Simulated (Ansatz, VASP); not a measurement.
Two plane-wave programs on Ni

```
CELL_PARAMETERS angstrom
0.00000 1.75846 1.75846
1.75846 0.00000 1.75846
1.75846 1.75846 0.00000
ATOMIC_POSITIONS crystal
Ni 0.00000 0.00000 0.00000
```

Alike in both runs: task single point; functional PBE; k mesh 22 × 22 × 22; occupations gaussian, width 0.05 eV; collinear spin.

```csv
,VASP,Ansatz
version,VASP 6.6.1,Ansatz 0.2.0
potentials or method,"VASP PAW PBE potentials, release 64 (Ni)","scalar-relativistic, plane waves, PAW"
plane-wave cutoff (eV),520,420
valence electrons in the cell,10,18
```

Ansatz gave:

```
gap on the k mesh at the Fermi level (eV)                     : none
pressure (GPa)                                                : 0.3
net moment per atom (μB)                                      : 0.65
size of the moment on the site where the two differ most (μB) : 0.69
```

What did VASP give for the same quantities?

gap on the k mesh at the Fermi level (eV): none; pressure (GPa): 0.3; net moment per atom (μB): 0.64; size of the moment on the site where the two differ most (μB): 0.66.

Site moments also hang on the region over which each program counts them. A gap of «none» marks a metal or a gap that the smearing closes. The two sets of potentials don't hold the same shells in valence.
